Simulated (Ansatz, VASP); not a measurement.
This is a calculation of TiSi2 for Ansatz 0.2.0.

The input input.yaml:

```yaml
crystal:
  lattice:
    - [0.0, 4.1175163063, 4.2628978354]
    - [2.3895119538, 0.0, 4.2628978354]
    - [2.3895119538, 4.1175163063, 0.0]
  atoms:
    - { symbol: Ti, position: [0.75, 0.75, 0.75] }
    - { symbol: Ti, position: [0.5, 0.5, 0.5] }
    - { symbol: Si, position: [0.41256561, 0.08743439, 0.41256561] }
    - { symbol: Si, position: [0.08743439, 0.41256561, 0.08743439] }
    - { symbol: Si, position: [0.16256561, 0.83743439, 0.16256561] }
    - { symbol: Si, position: [0.83743439, 0.16256561, 0.83743439] }
hamiltonian:
  xc: blyp
  pseudopotentials: { kind: paw }
  dispersion: d3bj
kpoints:
  mp_grid: { grid: [7, 7, 7] }
scf:
  occupations: { method: fermi_dirac, width: 0.05 }
output:
  forces: true
  stress: true
  eigenvalues: true
relax:
  f_tol: 0.01
  max_steps: 40
  cell: { stress_tol: 0.05 }
```

Potentials or basis: Ansatz PAW.

Launch:

```bash
$ ansatz run input.yaml --threads 1 --pin off --max-ram 3584MiB --backend cpu --events-out ev --progress --plain --runs-dir out
```

Task: Set up the same calculation for VASP 6.6.1. Potentials there: VASP PAW PBE potentials, release 64 (Ti_sv, Si).

Result: As run (the cutoff follows the program's own potentials):

Contents of INCAR:

```
AGGAC = 1.0
AGGAX = 1.0
ALDAC = 0.0
ALDAX = 1.0
ALGO = Normal
EDIFF = 1E-7
EDIFFG = -0.01
ENCUT = 600
GGA = B5
IBRION = 2
ISIF = 3
ISMEAR = -1
IVDW = 12
LASPH = T
LCHARG = F
LREAL = F
LWAVE = F
NELM = 60
NSW = 60
PREC = Accurate
SIGMA = 0.05
VDW_A1 = 0.4298
VDW_A2 = 4.2359
VDW_S6 = 1.0
VDW_S8 = 2.6996
```

File KPOINTS:

```
k-points
0
Gamma
  7 7 7
```

File POSCAR:

```
TiSi2
1.0
    0.0000000000      4.1175163063      4.2628978354
    2.3895119538      0.0000000000      4.2628978354
    2.3895119538      4.1175163063      0.0000000000
Ti Si
2 4
Direct
    0.7500000000      0.7500000000      0.7500000000
    0.5000000000      0.5000000000      0.5000000000
    0.4125656100      0.0874343900      0.4125656100
    0.0874343900      0.4125656100      0.0874343900
    0.1625656100      0.8374343900      0.1625656100
    0.8374343900      0.1625656100      0.8374343900
```

Potentials or basis: VASP PAW PBE potentials, release 64 (Ti_sv, Si).

Command:

```sh
$ cat potpaw_PBE.64/Ti_sv/POTCAR potpaw_PBE.64/Si/POTCAR > POTCAR
$ mpirun -np 1 vasp_std > vasp.out
```

Both were run:

|  | VASP | Ansatz | Ansatz less VASP |
| --- | --- | --- | --- |
| gap on the k mesh at the Fermi level, each at its own relaxed structure (eV) | none | none | - |
| relaxed volume (Å³/atom) | 13.46 | 13.42 | -0.043 |
| relaxed cell length with the largest relative difference (Å) | 4.694 | 4.689 | -0.0055 |
| energy change over the relaxation (meV/atom) | -9 | -10 | -1.5 |

A gap of «none» marks a metal or a gap that the smearing closes.

Caveats: pairwise dispersion overbinds metals, which lowers pressure and volume; the PAW data sets were made with another functional, which shifts forces and pressure a little (VASP); the plane-wave basis is chosen anew once the cell has moved, so the energies of steps on either side of that aren't comparable (Ansatz); the PAW data sets come from PBE, with cores solved anew for the run's functional, which leaves a small shift of forces and pressure (Ansatz).
